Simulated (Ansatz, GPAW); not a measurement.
# Geometry or basis: what sets the conductance of ethane-1,2-diamine between two Pd chains, part 3 of 4

How well does ethane-1,2-diamine between two Pd chains conduct once its atoms have relaxed, and how much do cheaper levels lose?

GPAW 26.7.0 and Ansatz 0.2.0; Ansatz plane waves; relaxation of the junction with the lead ends held; PAW set soft_1 (the session's first sound run).

So far, transmission at the Fermi level (one spin): step 3 (plane-wave reference (PBE)) 0.0522. Also open channels of the lead at the Fermi level (one spin): step 3 4.

**4. Double-zeta polarised basis**

Localised orbitals split the wire into layers that couple to their neighbours alone, which is what the Green's function method needs; double zeta with polarisation is the usual level for numbers.

This step: GPAW LCAO, PAW setups; Landauer transmission from Green's functions with principal layers (ASE), zero bias (GPAW 26.7.0).

File run.py:

```python
import json
import numpy as np
from ase import Atoms
from ase.transport.calculators import TransportCalculator
from gpaw import GPAW, FermiDirac
from gpaw.lcao.tools import get_lcao_hamiltonian
from scipy.linalg import eigh

# The junction with lead layers at both ends, along the third cell vector
device = Atoms(
    ['Pd', 'Pd', 'Pd', 'Pd', 'Pd', 'Pd', 'Pd', 'Pd', 'N', 'H', 'H', 'H', 'H', 'C', 'C', 'H', 'H', 'H', 'H', 'N', 'Pd', 'Pd', 'Pd', 'Pd', 'Pd', 'Pd', 'Pd', 'Pd'],
    positions=[
        [4.53453, 4.50000, 1.25000],
        [4.53453, 4.50000, 3.75000],
        [4.53453, 4.50000, 6.25000],
        [4.53453, 4.50000, 8.75000],
        [4.53453, 4.50000, 11.25000],
        [4.53453, 4.50000, 13.75000],
        [3.67511, 4.51642, 16.08650],
        [4.58479, 4.50935, 18.44543],
        [3.97463, 4.50893, 20.58380],
        [3.35977, 5.32668, 20.62106],
        [3.36372, 3.68821, 20.62223],
        [5.53927, 5.39783, 21.66692],
        [5.54562, 3.63089, 21.66696],
        [4.89404, 4.51204, 21.75320],
        [4.17464, 4.50997, 23.12614],
        [3.52343, 5.39138, 23.21215],
        [3.52937, 3.62417, 23.21229],
        [5.70900, 3.69624, 24.25926],
        [5.70313, 5.33480, 24.25903],
        [5.09325, 4.51331, 24.29590],
        [4.47927, 4.51381, 26.43398],
        [5.38168, 4.53585, 28.79536],
        [4.53453, 4.50000, 31.13589],
        [4.53453, 4.50000, 33.63589],
        [4.53453, 4.50000, 36.13589],
        [4.53453, 4.50000, 38.63589],
        [4.53453, 4.50000, 41.13589],
        [4.53453, 4.50000, 43.63589]],
    cell=[[9.06906, 0.0, 0.0], [0.0, 9.0, 0.0], [0.0, 0.0, 44.88589]],
    pbc=True)

# One principal layer of the lead: the first 5 atoms of the device
lead = Atoms(
    ['Pd', 'Pd', 'Pd', 'Pd', 'Pd'],
    positions=[
        [4.53453, 4.50000, 1.25000],
        [4.53453, 4.50000, 3.75000],
        [4.53453, 4.50000, 6.25000],
        [4.53453, 4.50000, 8.75000],
        [4.53453, 4.50000, 11.25000]],
    cell=[[9.06906, 0.0, 0.0], [0.0, 9.0, 0.0], [0.0, 0.0, 12.5]],
    pbc=True)

settings = dict(mode='lcao', basis='dzp', xc='PBE', h=0.18,
                occupations=FermiDirac(0.1), maxiter=250,
                mixer=dict(beta=0.1, nmaxold=8, weight=100.0),
                convergence=dict(density=0.0001))
energies = np.arange(-2, 2 + 1e-9, 0.025)
eta = 0.0001
n1, n2 = 1, 1
# k and -k transmit alike, so half of the mesh across the current serves
mesh = [(i, j) for i in range(n1) for j in range(n2) if (i, j) <= (-i % n1, -j % n2)]
weights = np.array([1 if (i, j) == (-i % n1, -j % n2) else 2 for i, j in mesh]) / (n1 * n2)

# [... helper functions left out ...]
fermi_lead = ground_state(lead, (1, 1, 9), 'lead.txt')
fermi_device = ground_state(device, (1, 1, 2), 'device.txt')
# [... loop over the mesh left out, but for ...]
        # Shift the lead onto the potential of the device's first layer
        shift = ((H[:, 0, 0] - H0[:, 0, 0]) / S0[0, 0]).real.mean()
# [...]
kT = 8.617333e-5 * 300
bias = [0.1, 0.2, 0.5, 1.0, 1.5, 2.0]
# [... integrals and printing left out ...]
```

Run with:

```sh
OMP_NUM_THREADS=1 OPENBLAS_NUM_THREADS=1 python run.py
```

Numbers of over 12 decimals in the logs are rounded to 6 here.

The log of the run:

```text
basis functions: device 524, principal layer 135
Fermi level: lead -4.0273 eV, device -3.5999 eV; lead shifted by -0.0007 eV
largest coupling past the next layer 1.07e-04 eV, largest misfit of the first layer 0.074 eV
  E-E_F (eV)   T (one spin)  channels
    -2.000    3.5488e-03    3.0000
    -1.975    3.7803e-03    3.0000
    -1.950    4.0268e-03    3.0000
    -1.925    4.2930e-03    3.0000
    -1.900    4.5859e-03    3.0000
    -1.875    4.9076e-03    3.0000
    -1.850    5.2681e-03    3.0000
    -1.825    5.6745e-03    3.0000
    -1.800    6.1359e-03    3.0000
    -1.775    6.6629e-03    3.0000
    -1.750    7.2683e-03    3.0000
    -1.725    7.9674e-03    3.0000
    -1.700    8.7784e-03    3.0000
    -1.675    9.7238e-03    3.0000
    -1.650    1.0831e-02    3.0000
    -1.625    1.2132e-02    3.0000
[...]
1.825    4.4747e-03    1.0000
     1.850    3.3458e-03    1.0000
     1.875    2.2164e-03    1.0000
     1.900    1.1682e-03    1.0000
     1.925    3.3680e-04    1.0000
     1.950   -5.7562e-05    1.0000
     1.975    3.3572e-04    1.0000
     2.000    2.0683e-03    1.0000
conductance at 300 K: 0.051257 G0 a cell; thermopower -12.02 uV/K
current from the zero-bias T(E) at 0.1 V: 0.39859 uA
current from the zero-bias T(E) at 0.2 V: 0.80225 uA
current from the zero-bias T(E) at 0.5 V: 2.061 uA
current from the zero-bias T(E) at 1.0 V: 4.4934 uA
current from the zero-bias T(E) at 1.5 V: 6.1521 uA
current from the zero-bias T(E) at 2.0 V: 6.9142 uA
```

Elapsed: 12 min, on 1 thread of Arm Neoverse V1, shared host; peak memory 2.7 GiB.

Numbers from this step:

```yaml
conductance: 0.05126 G₀
largest_coupling_past_the_next_principal_layer: 1.07e-4 eV
largest_misfit_of_the_first_principal_layer: 0.07402 eV
shift_that_aligns_the_lead: -7.38e-4 eV
basis_functions_of_the_junction: 524
basis_functions_of_a_principal_layer: 135
transmission_at_the_fermi_level_one_spin: 0.05057
```

One spin. The transmission, zone mean by energy, zero at the Fermi level:

energy (eV), transmission, zone mean and a bar:
```
   -2.000      0.004 
   -1.800      0.006 #
   -1.600      0.014 ##
   -1.400      0.043 ########
   -1.200      0.116 #######################
   -1.175      0.120 ########################
   -1.000      0.040 ########
   -0.800      0.011 ##
   -0.600      0.104 #####################
   -0.575      0.108 #####################
   -0.400      0.071 ##############
   -0.300      0.150 ##############################
   -0.200      0.057 ###########
    0.000      0.051 ##########
    0.100      0.065 #############
    0.200      0.041 ########
    0.400      0.025 #####
    0.600      0.019 ###
    0.800      0.017 ###
    1.000      0.016 ###
    1.200      0.015 ###
    1.400      0.014 ##
    1.600      0.011 ##
    1.800      0.006 #
    2.000      0.002
```

Crossings of the lead's bands, unfolded to its shortest repeat. The open channels, zone mean by energy, zero at the Fermi level:

```tsv
energy (eV)	open channels, zone mean
-2.000	3
-1.900	3
-1.800	3
-1.700	3
-1.600	3
-1.500	3
-1.400	3
-1.300	3
-1.200	3
-1.100	3
-1.000	5
-0.900	5
-0.800	5
-0.700	5
-0.600	5
-0.500	5
-0.400	4
-0.300	4
-0.200	4
-0.100	4
0.000	4
0.100	4
0.200	1
0.300	1
0.400	1
0.500	1
0.600	1
0.700	1
0.800	1
0.900	1
1.000	1
1.100	1
1.200	1
1.300	1
1.400	1
1.500	1
1.600	1
1.700	1
1.800	1
1.900	1
2.000	1
```

Not self-consistent under bias; the bias window is split evenly. Table of current through one cell, from the zero-bias transmission by bias:

```tsv
bias (V)	current through one cell, from the zero-bias transmission (μA)
0.100	0.399
0.200	0.802
0.500	2.06
1.000	4.49
1.500	6.15
2.000	6.91
```

Transmission of the three most open eigenchannels against energy, zero at the Fermi level:

```tsv
energy (eV)	channel 1	channel 2	channel 3
-2.000	0.00353	1.4e-5	4.3e-6
-1.900	0.00456	1.9e-5	7.4e-6
-1.800	0.00610	2.6e-5	1.1e-5
-1.700	0.00873	3.4e-5	1.6e-5
-1.600	0.0136	4.6e-5	2.2e-5
-1.500	0.0232	6.3e-5	3.1e-5
-1.400	0.0427	8.5e-5	4.2e-5
-1.300	0.0780	1.1e-4	4.7e-5
-1.200	0.116	1.4e-4	4.4e-5
-1.100	0.100	1.9e-4	3.8e-5
-1.000	0.0401	3.2e-4	4.7e-5
-0.900	0.0231	2.4e-4	3.0e-5
-0.800	0.0109	4.8e-4	3.7e-5
-0.700	0.0196	4.9e-4	8.7e-5
-0.600	0.103	7.2e-4	8.4e-5
-0.500	0.0960	1.4e-4	3.4e-6
-0.400	0.0703	0.00101	7.2e-5
-0.300	0.148	0.00178	1.6e-4
-0.200	0.0549	9.1e-4	8.3e-4
-0.100	0.0433	6.9e-4	4.4e-4
0.000	0.0502	2.1e-4	1.8e-4
0.100	0.0645	4.7e-5	1.5e-5
0.200	0.0408	3.5e-10	0
0.300	0.0304	3.2e-10	0
0.400	0.0248	2.9e-10	0
0.500	0.0214	2.6e-10	0
0.600	0.0192	2.2e-10	0
0.700	0.0178	1.8e-10	0
0.800	0.0168	1.3e-10	0
0.900	0.0161	7.9e-11	0
1.000	0.0156	3.5e-11	0
1.100	0.0151	5.7e-12	0
1.200	0.0147	1.5e-11	0
1.300	0.0142	1.1e-10	0
1.400	0.0136	4.1e-10	0
1.500	0.0127	1.2e-9	0
1.600	0.0113	3.3e-9	0
1.700	0.00907	1.0e-8	0
1.800	0.00556	3.9e-8	0
1.900	0.00117	4.8e-7	0
2.000	0.00207	7.4e-7	0
```

At the Fermi level T is 0.0506 against 0.0522 in plane waves. Couplings past the next layer reach 1.1e-4 eV, small enough to drop; the matrix elements of the cell's first layer differ from the bulk lead's by up to 0.074 eV. That layer keeps its own values in the calculation, and only beyond it is the lead taken as perfect. The Fermi levels of lead and junction count from different zeros of potential, one for each periodic cell; with both set to zero, the small remaining shift is what aligns them. By hand: G = 0.05126 × 77.48 μS = 3.97 μS, a resistance of 252 kΩ; at 0.1 V a linear junction would pass 0.397 μA, and the integral over the bias window gives 0.399 μA.

**5. Single-zeta polarised basis**

One radial function a shell plus polarisation makes the matrices smaller; the question is what that costs.

Changes to run.py since step 4:

```diff
@@ -55,3 +55,3 @@
 
-settings = dict(mode='lcao', basis='dzp', xc='PBE', h=0.18,
+settings = dict(mode='lcao', basis='szp(dzp)', xc='PBE', h=0.18,
                 occupations=FermiDirac(0.1), maxiter=250,
```

The log of the run:

```text
basis functions: device 308, principal layer 75
Fermi level: lead -4.1900 eV, device -3.7766 eV; lead shifted by -0.0015 eV
largest coupling past the next layer 1.09e-04 eV, largest misfit of the first layer 0.038 eV
  E-E_F (eV)   T (one spin)  [channel counts left out]
    -2.000    2.7635e-03
    -1.975    3.0075e-03
    -1.950    3.2683e-03
[...]
1.975    4.4797e-02
     2.000    4.6107e-02
conductance at 300 K: 0.0462 G0 a cell; thermopower -5.301 uV/K
current from the zero-bias T(E) at 0.1 V: 0.35369 uA
current from the zero-bias T(E) at 0.2 V: 0.68719 uA
current from the zero-bias T(E) at 0.5 V: 1.7972 uA
current from the zero-bias T(E) at 1.0 V: 4.7644 uA
current from the zero-bias T(E) at 1.5 V: 6.7247 uA
current from the zero-bias T(E) at 2.0 V: 7.506 uA
```

It took 7.3 min on 1 thread; peak memory 2.5 GiB.

Numbers from this step:

* conductance: 0.04620 G₀
* largest coupling past the next principal layer: 1.09e-4 eV
* largest misfit of the first principal layer: 0.03772 eV
* shift that aligns the lead: -0.001535 eV
* basis functions of the junction: 308
* basis functions of a principal layer: 75
* transmission at the Fermi level (one spin): 0.04760

The conductance, 0.0462 G₀, lies 10 % below that of the dzp run.

**6. Minimal basis**

The minimal basis is the cheapest rung: no second zeta and no polarisation.

Changes to run.py since step 5:

```diff
@@ -55,3 +55,3 @@
 
-settings = dict(mode='lcao', basis='szp(dzp)', xc='PBE', h=0.18,
+settings = dict(mode='lcao', basis='sz(dzp)', xc='PBE', h=0.18,
                 occupations=FermiDirac(0.1), maxiter=250,
```

The log of the run:

```text
basis functions: device 216, principal layer 60
Fermi level: lead -4.2048 eV, device -3.7539 eV; lead shifted by -0.0015 eV
largest coupling past the next layer 1.08e-04 eV, largest misfit of the first layer 0.038 eV
  E-E_F (eV)   T (one spin)  [channel counts left out]
    -2.000    2.9704e-03
    -1.975    3.1951e-03
    -1.950    3.4325e-03
[...]
1.975    4.9674e-02
     2.000    5.1336e-02
conductance at 300 K: 0.051079 G0 a cell; thermopower -8.523 uV/K
current from the zero-bias T(E) at 0.1 V: 0.39189 uA
current from the zero-bias T(E) at 0.2 V: 0.76039 uA
current from the zero-bias T(E) at 0.5 V: 1.9265 uA
current from the zero-bias T(E) at 1.0 V: 4.6154 uA
current from the zero-bias T(E) at 1.5 V: 6.2863 uA
current from the zero-bias T(E) at 2.0 V: 6.9818 uA
```

Wall time 6.3 min (1 thread); peak memory 2.4 GiB.

This step gave:

- conductance: 0.05108 G₀
- largest coupling past the next principal layer: 1.08e-4 eV
- largest misfit of the first principal layer: 0.03777 eV
- shift that aligns the lead: -0.001522 eV
- basis functions of the junction: 216
- basis functions of a principal layer: 60
- transmission at the Fermi level (one spin): 0.05158

One spin. Transmission, zone mean against energy, zero at the Fermi level:

```tsv
energy (eV)	transmission, zone mean
-2.000	0.00297
-1.900	0.00396
-1.800	0.00539
-1.700	0.00778
-1.600	0.0121
-1.500	0.0204
-1.400	0.0357
-1.300	0.0587
-1.200	0.0721
-1.100	0.0369
-1.000	0.0181
-0.900	0.0102
-0.800	0.0114
-0.700	0.0255
-0.625	0.115
-0.600	0.112
-0.500	0.0650
-0.400	0.0966
-0.300	0.199
-0.200	0.0539
-0.100	0.0423
0.000	0.0516
0.050	0.0608
0.100	0.0464
0.200	0.0334
0.300	0.0285
0.400	0.0258
0.500	0.0241
0.600	0.0231
0.700	0.0225
0.800	0.0223
0.900	0.0225
1.000	0.0230
1.100	0.0237
1.200	0.0248
1.300	0.0262
1.400	0.0279
1.500	0.0301
1.600	0.0328
1.700	0.0361
1.800	0.0401
1.900	0.0452
2.000	0.0513
```

The conductance, 0.0511 G₀, lies 0.3 % below that of the dzp run.

**7. RPBE in the dzp basis: xc = "RPBE"**

Back in the dzp basis, the functional changes from PBE to RPBE, to set the spread between functionals beside that between bases.

Changes to run.py since step 6:

```diff
@@ -55,3 +55,3 @@
 
-settings = dict(mode='lcao', basis='sz(dzp)', xc='PBE', h=0.18,
+settings = dict(mode='lcao', basis='dzp', xc='RPBE', h=0.18,
                 occupations=FermiDirac(0.1), maxiter=250,
```

The log of the run:

```text
basis functions: device 524, principal layer 135
Fermi level: lead -3.8755 eV, device -3.4592 eV; lead shifted by -0.0006 eV
largest coupling past the next layer 1.02e-04 eV, largest misfit of the first layer 0.068 eV
  E-E_F (eV)   T (one spin)  [channel counts left out]
    -2.000    3.4817e-03
    -1.975    3.7166e-03
    -1.950    3.9665e-03
[...]
1.975    1.3940e-01
     2.000    2.1638e-01
conductance at 300 K: 0.049229 G0 a cell; thermopower -12.08 uV/K
current from the zero-bias T(E) at 0.1 V: 0.38288 uA
current from the zero-bias T(E) at 0.2 V: 0.77011 uA
current from the zero-bias T(E) at 0.5 V: 1.9848 uA
current from the zero-bias T(E) at 1.0 V: 4.4809 uA
current from the zero-bias T(E) at 1.5 V: 6.1452 uA
current from the zero-bias T(E) at 2.0 V: 6.8763 uA
```

Wall time 13 min (1 thread); peak memory 2.7 GiB.

This step gave:

* conductance: 0.04923 G₀
* largest coupling past the next principal layer: 1.02e-4 eV
* largest misfit of the first principal layer: 0.06752 eV
* shift that aligns the lead: -6.38e-4 eV
* basis functions of the junction: 524
* basis functions of a principal layer: 135
* transmission at the Fermi level (one spin): 0.04852

The conductance, 0.0492 G₀, lies 4.0 % below that of the dzp run.

**8. Without the relaxation: geometry = "as built"**

The dzp basis with PBE on the structure as first built shows what the relaxation was worth.

Changes to run.py since step 7:

```diff
@@ -18,18 +18,18 @@
         [4.53453, 4.50000, 13.75000],
-        [3.67511, 4.51642, 16.08650],
-        [4.58479, 4.50935, 18.44543],
-        [3.97463, 4.50893, 20.58380],
-        [3.35977, 5.32668, 20.62106],
-        [3.36372, 3.68821, 20.62223],
-        [5.53927, 5.39783, 21.66692],
-        [5.54562, 3.63089, 21.66696],
-        [4.89404, 4.51204, 21.75320],
-        [4.17464, 4.50997, 23.12614],
-        [3.52343, 5.39138, 23.21215],
-        [3.52937, 3.62417, 23.21229],
-        [5.70900, 3.69624, 24.25926],
-        [5.70313, 5.33480, 24.25903],
-        [5.09325, 4.51331, 24.29590],
-        [4.47927, 4.51381, 26.43398],
-        [5.38168, 4.53585, 28.79536],
+        [4.53453, 4.50000, 16.25000],
+        [4.53453, 4.50000, 18.75000],
+        [3.85687, 4.50000, 20.67416],
+        [3.25000, 5.31360, 20.77391],
+        [3.25001, 3.68639, 20.77392],
+        [5.49380, 5.38160, 21.62339],
+        [5.49380, 3.61841, 21.62340],
+        [4.85383, 4.50001, 21.74244],
+        [4.21523, 4.50002, 23.14345],
+        [3.57527, 5.38162, 23.26250],
+        [3.57525, 3.61843, 23.26250],
+        [5.81905, 3.68640, 24.11198],
+        [5.81906, 5.31361, 24.11199],
+        [5.21219, 4.50001, 24.21174],
+        [4.53453, 4.50000, 26.13589],
+        [4.53453, 4.50000, 28.63589],
         [4.53453, 4.50000, 31.13589],
@@ -55,3 +55,3 @@
 
-settings = dict(mode='lcao', basis='dzp', xc='RPBE', h=0.18,
+settings = dict(mode='lcao', basis='dzp', xc='PBE', h=0.18,
                 occupations=FermiDirac(0.1), maxiter=250,
```

The log of the run:

```text
basis functions: device 524, principal layer 135
Fermi level: lead -4.0273 eV, device -3.5881 eV; lead shifted by -0.0001 eV
largest coupling past the next layer 1.07e-04 eV, largest misfit of the first layer 0.054 eV
  E-E_F (eV)   T (one spin)  [channel counts left out]
    -2.000    2.9535e-02
    -1.975    2.9447e-02
    -1.950    2.9343e-02
[...]
1.975    3.0438e-02
     2.000    4.3064e-02
conductance at 300 K: 0.16902 G0 a cell; thermopower -3.297 uV/K
current from the zero-bias T(E) at 0.1 V: 1.2984 uA
current from the zero-bias T(E) at 0.2 V: 2.5163 uA
current from the zero-bias T(E) at 0.5 V: 5.0119 uA
current from the zero-bias T(E) at 1.0 V: 7.4219 uA
current from the zero-bias T(E) at 1.5 V: 10.457 uA
current from the zero-bias T(E) at 2.0 V: 12.666 uA
```

Elapsed: 9.2 min, on 1 thread; peak memory 2.7 GiB.

Numbers from this step:

```yaml
conductance: 0.1690 G₀
largest_coupling_past_the_next_principal_layer: 1.07e-4 eV
largest_misfit_of_the_first_principal_layer: 0.05368 eV
shift_that_aligns_the_lead: -7.98e-5 eV
transmission_at_the_fermi_level_one_spin: 0.1722
```

The conductance, 0.169 G₀, lies 230 % above that of the dzp run.

**9. Cost and result by level**

Times are wall times on the hardware named with each run. The series side by side:

```tsv
no.	run	conductance (G₀)	time	memory (GiB)
1	pw PBE	0.05291	5 min	6.1
2	dzp	0.05126	12 min	2.7
3	szp	0.04620	7.3 min	2.5
4	sz	0.05108	6.3 min	2.4
5	dzp RPBE	0.04923	13 min	2.7
6	asbuilt	0.1690	9.2 min	2.7
```

**10. Comparison**

The curves are compared point by point over the common energies.

This step: comparison of transmission and cost over codes, levels and geometry; PAW set soft_1 (GPAW 26.7.0).

Ladder, by row:

```tsv
step	code	T at the Fermi level (sum over the listed spins)	conductance (G0)	r.m.s. T(E) from the first	wall time (s)	peak memory (GiB)	threads
pw-pbe	Ansatz	0.05224	0.05291	0	301.5	6.079	4
dzp	GPAW	0.05057	0.05126	0.01405	718.5	2.67	1
szp	GPAW	0.0476	0.0462	0.01992	437.3	2.53	1
sz	GPAW	0.05158	0.05108	0.02209	376.9	2.4	1
dzp-RPBE	GPAW	0.04852	0.04923	0.02531	800.6	2.67	1
asbuilt	GPAW	0.1722	0.169	0.04579	552.9	2.67	1
```

Table of transmission, zone mean, sum over the listed spins by energy, zero at the Fermi level:

```tsv
energy (eV)	pw-pbe	dzp	szp	sz	dzp-RPBE	asbuilt
-2.000	0.00440	0.00355	0.00276	0.00297	0.00348	0.0295
-1.900	0.00559	0.00459	0.00386	0.00396	0.00453	0.0292
-1.800	0.00746	0.00614	0.00548	0.00539	0.00609	0.0297
-1.700	0.0108	0.00878	0.00828	0.00778	0.00874	0.0317
-1.600	0.0172	0.0137	0.0136	0.0121	0.0136	0.0347
-1.500	0.0305	0.0233	0.0242	0.0204	0.0233	0.0386
-1.400	0.0584	0.0429	0.0457	0.0357	0.0428	0.0432
-1.300	0.107	0.0782	0.0811	0.0587	0.0783	0.0491
-1.225	0.136	0.109	0.102	0.0718	0.109	0.0549
-1.200	0.125	0.116	0.102	0.0721	0.116	0.0572
-1.175	0.0855	0.120	0.0796	0.0673	0.120	0.0596
-1.100	0.0693	0.101	0.0461	0.0369	0.0967	0.0688
-1.000	0.0340	0.0405	0.0217	0.0181	0.0395	0.0861
-0.900	0.0143	0.0233	0.0130	0.0102	0.0209	0.101
-0.800	0.0239	0.0115	0.0156	0.0114	0.0117	0.114
-0.700	0.0745	0.0202	0.0547	0.0255	0.0246	0.139
-0.650	0.0806	0.0560	0.136	0.0833	0.0680	0.160
-0.625	0.0817	0.0867	0.128	0.115	0.0926	0.163
-0.600	0.0806	0.104	0.0857	0.112	0.104	0.157
-0.525	0.0804	0.102	0.0714	0.0634	0.0921	0.152
-0.500	0.0637	0.0961	0.0756	0.0650	0.0761	0.147
-0.400	0.0862	0.0714	0.120	0.0966	0.0807	0.0914
-0.325	0.132	0.148	0.191	0.167	0.160	0.103
-0.300	0.118	0.150	0.200	0.199	0.152	0.107
-0.200	0.0547	0.0566	0.0522	0.0539	0.0546	0.125
-0.100	0.0459	0.0444	0.0395	0.0423	0.0427	0.149
0.000	0.0522	0.0506	0.0476	0.0516	0.0485	0.172
0.100	0.0656	0.0646	0.0411	0.0464	0.0633	0.173
0.125	0.0699	0.0610	0.0372	0.0412	0.0542	0.124
0.200	0.0442	0.0408	0.0310	0.0334	0.0396	0.0518
0.300	0.0319	0.0304	0.0271	0.0285	0.0301	0.0282
0.400	0.0258	0.0248	0.0250	0.0258	0.0247	0.0198
0.500	0.0222	0.0214	0.0237	0.0241	0.0213	0.0157
0.600	0.0200	0.0192	0.0229	0.0231	0.0191	0.0133
0.700	0.0186	0.0178	0.0224	0.0225	0.0175	0.0116
0.800	0.0177	0.0168	0.0222	0.0223	0.0164	0.0102
0.900	0.0171	0.0161	0.0222	0.0225	0.0154	0.00901
1.000	0.0167	0.0156	0.0226	0.0230	0.0146	0.00790
1.100	0.0163	0.0151	0.0231	0.0237	0.0138	0.00681
1.200	0.0160	0.0147	0.0240	0.0248	0.0128	0.00570
1.300	0.0156	0.0142	0.0251	0.0262	0.0117	0.00452
1.400	0.0151	0.0136	0.0266	0.0279	0.0101	0.00324
1.500	0.0143	0.0127	0.0284	0.0301	0.00783	0.00190
1.600	0.0130	0.0113	0.0306	0.0328	0.00471	6.5e-4
1.700	0.0106	0.00907	0.0335	0.0361	0.00108	-2.2e-5
1.800	0.00664	0.00556	0.0369	0.0401	0.00108	0.00146
1.900	0.00130	0.00117	0.0411	0.0452	0.0299	0.0101
2.000	0.00441	0.00207	0.0461	0.0513	0.216	0.0431
```

(Part 3 of 4 ends here.)

[Logs are printed without paths, hosts, clocks, repeated set-up lines and the standing remarks that a program may print on its own settings, such as how far it seeks lower states.]

[Hosts, paths, dates, database ids (printed as entryN), source tags and the programs' standing remarks are cut or masked in the printed files.]
